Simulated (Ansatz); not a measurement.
# SnSe: the cost of one run

Program: Ansatz 0.2.0. Level of theory: DFT PBE+D3(BJ), scalar-relativistic, plane waves, PAW. These are calculated values, not measurements.

1 further run of the same task is left out (it didn't finish).

### 1 The structure to begin with

It takes space group Fm-3m (No. 225, cubic). Conventional cell: a = 6.020 Å, b = 6.020 Å, c = 6.020 Å, α = 90.00°, β = 90.00°, γ = 90.00°. Around Sn (site symmetry m-3m) lie 6 Se at 3.01 Å. Se (site symmetry m-3m) is surrounded by 6 Sn at 3.01 Å.

Structure file:

```cif
data_structure
_symmetry_space_group_name_H-M 'P 1'
_symmetry_Int_Tables_number 1
_cell_length_a 4.2568
_cell_length_b 4.2568
_cell_length_c 4.2568
_cell_angle_alpha 60.000
_cell_angle_beta 60.000
_cell_angle_gamma 60.000
_cell_volume 54.54
loop_
_atom_site_label
_atom_site_type_symbol
_atom_site_fract_x
_atom_site_fract_y
_atom_site_fract_z
_atom_site_occupancy
Sn1 Sn 0.00000 0.00000 0.00000 1
Se1 Se 0.50000 0.50000 0.50000 1
```

Source of the structure: the Crystallography Open Database.

(A quick probe on a coarse mesh, which set the mesh and smearing, is not shown.)

### 3 The relaxation

Input file input.yaml:

```yaml
crystal:
  lattice:
    - [0.0, 3.01, 3.01]
    - [3.01, 0.0, 3.01]
    - [3.01, 3.01, 0.0]
  atoms:
    - { symbol: Sn, position: [0.0, 0.0, 0.0] }
    - { symbol: Se, position: [0.5, 0.5, 0.5] }
basis:
  ecutwfc: 420
kpoints:
  mp_grid: { grid: [10, 10, 10] }
hamiltonian:
  xc: pbe
  dispersion: d3bj
scf:
  occupations: { method: gaussian, width: 0.02 }
output:
  forces: true
  stress: true
  eigenvalues: true
  write_density: true
  write_potential: true
  elf: true
  volumetric_format: npy
relax:
  adjacent_minimum: "off"
  f_tol: 0.005
  max_steps: 80
  cell: { stress_tol: 0.05 }
```

On the command line:

```console
$ ansatz run input.yaml --threads 1 --pin off --max-ram 3072MiB --backend cpu --events-out ev --progress --plain --runs-dir out
```

**Question.** How long does this run take on 1 thread of Arm Neoverse V1, shared host, and how much memory does it need?

About 11 s, with a peak of 0.36 GiB.
